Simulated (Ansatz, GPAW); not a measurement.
# butadiene-1,4-dithiol between two Pd chains: relaxation, then transmission at several levels, part 3 of 3

Aim: the conductance of butadiene-1,4-dithiol between two Pd chains after relaxation, and whether geometry, basis or functional moves it most.

GPAW 26.7.0 and Ansatz 0.2.0; Ansatz plane waves; relaxation of the junction with the lead ends held (the session's first sound run).

So far, transmission at the Fermi level (one spin): step 3 (plane-wave reference (PBE)) 0.0168; step 5 (GPAW, szp: basis = "szp(dzp)", PBE, GPAW) 0.0122; step 6 (minimal basis, PBE, GPAW) 0.0178; step 7 (revPBE in the dzp basis: xc = "revPBE") 0.0161; step 8 (without the relaxation: geometry = "as built", PBE, GPAW) 0.423.

## 11. Potential alignment off

Without the shift, lead and junction are matched by their Fermi levels alone.

This step: GPAW LCAO, PAW setups; Landauer transmission from Green's functions with principal layers (ASE), zero bias (GPAW 26.7.0).

run.py

```python
import json
import numpy as np
from ase import Atoms
from ase.transport.calculators import TransportCalculator
from gpaw import GPAW, FermiDirac
from gpaw.lcao.tools import get_lcao_hamiltonian
from scipy.linalg import eigh

# The junction with lead layers at both ends, along the third cell vector
device = Atoms(
    ['Pd', 'Pd', 'Pd', 'Pd', 'Pd', 'Pd', 'Pd', 'Pd', 'S', 'H', 'C', 'C', 'H', 'H', 'C', 'C', 'H', 'S', 'Pd', 'Pd', 'Pd', 'Pd', 'Pd', 'Pd', 'Pd', 'Pd'],
    positions=[
        [5.52287, 4.50000, 1.25000],
        [5.52287, 4.50000, 3.75000],
        [5.52287, 4.50000, 6.25000],
        [5.52287, 4.50000, 8.75000],
        [5.52287, 4.50000, 11.25000],
        [5.52287, 4.50000, 13.75000],
        [4.69729, 4.51368, 16.10747],
        [5.77257, 4.49295, 18.47589],
        [4.09354, 4.47627, 19.88556],
        [6.50426, 4.50124, 21.81504],
        [4.37183, 4.47946, 21.55545],
        [5.53852, 4.49122, 22.32962],
        [3.42079, 4.46952, 22.10278],
        [7.63848, 4.51328, 23.95922],
        [5.52086, 4.49124, 23.73238],
        [6.68747, 4.50358, 24.50665],
        [4.55509, 4.48142, 24.24690],
        [6.96566, 4.50677, 26.17659],
        [5.28745, 4.49039, 27.58723],
        [6.35468, 4.53335, 29.95922],
        [5.52287, 4.50000, 32.31458],
        [5.52287, 4.50000, 34.81458],
        [5.52287, 4.50000, 37.31458],
        [5.52287, 4.50000, 39.81458],
        [5.52287, 4.50000, 42.31458],
        [5.52287, 4.50000, 44.81458]],
    cell=[[11.04574, 0.0, 0.0], [0.0, 9.0, 0.0], [0.0, 0.0, 46.06458]],
    pbc=True)

# One principal layer of the lead: the first 5 atoms of the device
lead = Atoms(
    ['Pd', 'Pd', 'Pd', 'Pd', 'Pd'],
    positions=[
        [5.52287, 4.50000, 1.25000],
        [5.52287, 4.50000, 3.75000],
        [5.52287, 4.50000, 6.25000],
        [5.52287, 4.50000, 8.75000],
        [5.52287, 4.50000, 11.25000]],
    cell=[[11.04574, 0.0, 0.0], [0.0, 9.0, 0.0], [0.0, 0.0, 12.5]],
    pbc=True)

settings = dict(mode='lcao', basis='dzp', xc='PBE', h=0.2,
                occupations=FermiDirac(0.1), maxiter=250,
                mixer=dict(beta=0.1, nmaxold=8, weight=100.0),
                convergence=dict(density=0.0001))
energies = np.arange(-2, 2 + 1e-9, 0.025)
eta = 0.0001
n1, n2 = 1, 1
# k and -k transmit alike, so half of the mesh across the current serves
mesh = [(i, j) for i in range(n1) for j in range(n2) if (i, j) <= (-i % n1, -j % n2)]
weights = np.array([1 if (i, j) == (-i % n1, -j % n2) else 2 for i, j in mesh]) / (n1 * n2)

# [... helper functions left out ...]
fermi_lead = ground_state(lead, (1, 1, 9), 'lead.txt')
fermi_device = ground_state(device, (1, 1, 2), 'device.txt')
# [... loop over the mesh left out, but for ...]
        # Lead and device are aligned by their Fermi levels alone
        shift = 0.0
# [...]
kT = 8.617333e-5 * 300
bias = [0.1, 0.2, 0.5, 1.0, 1.5, 2.0]
# [... integrals and printing left out ...]
```

Started as:

```console
OMP_NUM_THREADS=1 OPENBLAS_NUM_THREADS=1 python run.py
```

The job ended after 9.7 min (1 thread of Arm Neoverse V1, shared host; peak memory 2.1 GiB).

This step gave:

```
conductance                                 : 0.01668 G₀
largest misfit of the first principal layer : 0.04026 eV
shift that aligns the lead                  : 0 eV
transmission at the Fermi level (one spin)  : 0.01585
```

One spin. The transmission, zone mean by energy, zero at the Fermi level:

energy (eV), log10 transmission, zone mean and a bar from the least value:
```
   -2.000       -1.7 ####################
   -1.900       -1.5 #####################
   -1.800       -0.5 #############################
   -1.700       -1.1 #########################
   -1.600       -1.0 ##########################
   -1.500       -1.1 #########################
   -1.400       -1.4 ######################
   -1.300       -1.8 ###################
   -1.200       -2.1 #################
   -1.100       -2.0 ##################
   -1.025       -1.1 #########################
   -1.000       -1.8 ####################
   -0.900       -2.2 ################
   -0.800       -2.1 #################
   -0.700       -1.8 ###################
   -0.600       -1.5 ######################
   -0.500       -1.1 #########################
   -0.425       -0.4 ##############################
   -0.400       -0.6 #############################
   -0.300       -1.8 ###################
   -0.200       -2.1 #################
   -0.100       -2.0 ##################
    0.000       -1.8 ###################
    0.100       -1.4 ######################
    0.200       -3.5 ######
    0.300       -3.5 ######
    0.400       -3.5 ######
    0.500       -3.5 ######
    0.600       -3.5 ######
    0.700       -3.6 ######
    0.800       -3.6 ######
    0.900       -3.6 ######
    1.000       -3.6 #####
    1.100       -3.7 #####
    1.200       -3.7 #####
    1.300       -3.7 #####
    1.400       -3.7 #####
    1.500       -3.8 ####
    1.600       -3.8 ####
    1.700       -3.9 ####
    1.800       -4.0 ###
    1.900       -4.1 ##
    2.000       -4.4
```

Not self-consistent under bias; the bias window is split evenly. Table of current through one cell, from the zero-bias transmission by bias:

```csv
bias (V),"current through one cell, from the zero-bias transmission (μA)"
0.100,0.130
0.200,0.248
0.500,0.406
1.000,2.63
1.500,3.36
2.000,3.57
```

Table of transmission of the three most open eigenchannels by energy, zero at the Fermi level:

| energy (eV) | channel 1 | channel 2 | channel 3 |
| --- | --- | --- | --- |
| -2.000 | 0.0212 | 2.6e-5 | 8.9e-7 |
| -1.900 | 0.0273 | 0.00103 | 1.1e-6 |
| -1.800 | 0.245 | 0.0375 | 1.3e-6 |
| -1.700 | 0.0565 | 0.0251 | 1.6e-6 |
| -1.600 | 0.0758 | 0.0276 | 2.1e-6 |
| -1.500 | 0.0630 | 0.0242 | 2.6e-6 |
| -1.400 | 0.0257 | 0.0148 | 3.4e-6 |
| -1.300 | 0.00894 | 0.00659 | 4.6e-6 |
| -1.200 | 0.00695 | 0.00133 | 6.3e-6 |
| -1.100 | 0.0110 | 1.7e-4 | 7.0e-6 |
| -1.000 | 0.0173 | 9.3e-5 | 3.4e-5 |
| -0.900 | 0.00505 | 5.4e-4 | 7.2e-5 |
| -0.800 | 0.00728 | 7.2e-4 | 9.3e-5 |
| -0.700 | 0.0130 | 0.00153 | 1.9e-5 |
| -0.600 | 0.0262 | 0.00628 | 6.7e-6 |
| -0.500 | 0.0578 | 0.0220 | 2.7e-6 |
| -0.400 | 0.265 | 2.7e-4 | 1.7e-4 |
| -0.300 | 0.0137 | 2.8e-4 | 2.3e-4 |
| -0.200 | 0.00696 | 4.0e-4 | 2.7e-4 |
| -0.100 | 0.00848 | 3.1e-4 | 2.8e-4 |
| 0.000 | 0.0155 | 2.5e-4 | 1.3e-4 |
| 0.100 | 0.0372 | 2.2e-4 | 2.2e-5 |
| 0.200 | 3.1e-4 | 8.1e-11 | 3.0e-12 |
| 0.300 | 3.1e-4 | 8.1e-11 | 0 |
| 0.400 | 3.1e-4 | 8.2e-11 | 0 |
| 0.500 | 3.0e-4 | 8.5e-11 | 0 |
| 0.600 | 2.9e-4 | 8.8e-11 | 0 |
| 0.700 | 2.8e-4 | 9.1e-11 | 0 |
| 0.800 | 2.6e-4 | 9.5e-11 | 0 |
| 0.900 | 2.5e-4 | 1.0e-10 | 0 |
| 1.000 | 2.4e-4 | 1.1e-10 | 0 |
| 1.100 | 2.2e-4 | 1.1e-10 | 0 |
| 1.200 | 2.1e-4 | 1.2e-10 | 0 |
| 1.300 | 1.9e-4 | 1.3e-10 | 0 |
| 1.400 | 1.8e-4 | 1.4e-10 | 0 |
| 1.500 | 1.7e-4 | 1.6e-10 | 0 |
| 1.600 | 1.5e-4 | 1.9e-10 | 0 |
| 1.700 | 1.3e-4 | 2.4e-10 | 0 |
| 1.800 | 1.1e-4 | 3.2e-10 | 0 |
| 1.900 | 8.1e-5 | 5.1e-10 | 0 |
| 2.000 | 4.4e-5 | 1.2e-9 | 0 |

The conductance equals that of the dzp run to 0.2 %.

## 12. Outcome

```yaml
conductance: 0.0167 G₀
transmission_at_the_fermi_level_mean_of_the_spins: 0.0156
open_channels_of_the_lead_there: 4
```

**Reading.** In the dzp basis the junction conducts 0.0167 G₀ at 300 K, with T = 0.0156 a spin at the Fermi level; no smaller basis tried comes within 10 % of that conductance. Relaxation moved atoms by up to 0.84 Å and took the conductance from 0.401 to 0.0167 G₀, as a ratio a larger change than the step from dzp to the minimal basis. Plane waves (PBE) give T = 0.0168 there. The scatterer reflects about 100 % of the incoming channels at the Fermi level. Measured against the first run (pw-pbe), the nearest curve is that of dzp-revPBE (r.m.s. 0.058) and the farthest that of asbuilt (0.35). Over the compared runs wall time goes from 311 s (pw-pbe) to 749 s (dzp-revPBE), on a shared host; the plane-wave run used 4 threads and the orbital runs 1. The leads kept an estimated spacing and the cell its length, so the junction may be under some tension or compression. The run had no spin polarisation, so a magnetic state, which chains and small molecules with open shells often have, wasn't tested. Semilocal functionals put molecular levels too near the Fermi level, so such conductances usually come out too high, and chain electrodes have a sharper density of states than real ones. An evenly spaced straight chain is an idealisation: free chains tend to dimerise, zigzag or, where a band edge lies near the Fermi level, turn magnetic. The currents use the zero-bias T(E) throughout, which holds only while the bias is small against the distance to the nearest feature. Within about eight thermal energies of the Fermi level ln T(E) bends sharply from one computed energy to the next, or the lead's channel count changes, so the thermal averages, above all the thermopower, rest on an interpolation that may be rough.

[Logs are printed without paths, hosts, clocks, repeated set-up lines and the standing remarks that a program may print on its own settings, such as how far it seeks lower states.]

[Hosts, paths, dates, database ids (printed as entryN), source tags and the programs' standing remarks are cut or masked in the printed files.]
